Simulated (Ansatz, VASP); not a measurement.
**BN in VASP and in Ansatz**

File INCAR:

```
SYSTEM = BN
PREC = Accurate ; ENCUT = 520
EDIFF = 1E-6 ; ISMEAR = 0
SIGMA = 0.05 ; LREAL = .FALSE.
LASPH = .TRUE. ; NELM = 80
ALGO = Normal ; ISIF = 2
LWAVE = .FALSE. ; LCHARG = .FALSE.
GGA = PE ; NBANDS = 16
```

KPOINTS

```
Automatic mesh
0
G
  12 12 6
  0 0 0
```

POSCAR

```
BN
1.0
    2.5545800962      0.0000000000      0.0000000000
   -1.2772900481      2.2123312593      0.0000000000
    0.0000000000      0.0000000000      4.2245145363
B N
2 2
Direct
    0.6666666667      0.3333333333      0.9998058548
    0.3333333333      0.6666666667      0.4998058548
    0.6028555399      0.2057110799      0.6011906409
    0.2695222066      0.5390444132      0.1011906409
```

Input for Ansatz:

```yaml
crystal:
  lattice:
    - [2.5545800962, 0.0, 0.0]
    - [-1.2772900481, 2.2123312593, 0.0]
    - [0.0, 0.0, 4.2245145363]
  atoms:
    - { symbol: B, position: [0.6666666667, 0.3333333333, 0.9998058548] }
    - { symbol: B, position: [0.3333333333, 0.6666666667, 0.4998058548] }
    - { symbol: "N", position: [0.6028555399, 0.2057110799, 0.6011906409] }
    - { symbol: "N", position: [0.2695222066, 0.5390444132, 0.1011906409] }
basis:
  ecutwfc: 420
kpoints:
  mp_grid: { grid: [12, 12, 6] }
hamiltonian:
  xc: pbe
scf:
  occupations: { method: gaussian, width: 0.05 }
output:
  forces: true
  stress: true
  eigenvalues: true
```

Change from the starting cell: all N atoms moved +0.300 Å, as atom 3 towards its neighbour atom 2 (B) at 1.567 Å.

Alike in both runs: task single point; functional PBE; k mesh 12 × 12 × 6; occupations gaussian, width 0.05 eV; no spin polarisation.

|  | VASP | Ansatz |
| --- | --- | --- |
| version | VASP 6.6.1 | Ansatz 0.2.0 |
| potentials or method | VASP PAW PBE potentials, release 64 (B, N) | scalar-relativistic, plane waves, PAW |
| plane-wave cutoff (eV) | 520 | 420 |
| valence electrons in the cell | 16 | 16 |

Ansatz gave:

| Quantity | Value |
| --- | --- |
| gap on the k mesh at the Fermi level (eV) | 3.89 |
| least direct gap on the mesh (eV) | 5.80 |
| rms of the force components (eV/Å) | 5.689 |

Q: What did VASP give for the same quantities?

A: gap on the k mesh at the Fermi level (eV): 3.88; least direct gap on the mesh (eV): 5.80; rms of the force components (eV/Å): 5.698.

Atom by atom the forces differ by 0.010 eV/Å (rms over components). The functional is the same, so the differences come from potentials, cutoffs and numerics.

Caveats: forces of over 1 eV/Å show positions far from the minimum, so gaps and moduli don't describe the material at rest. A k mesh can miss the band edges.
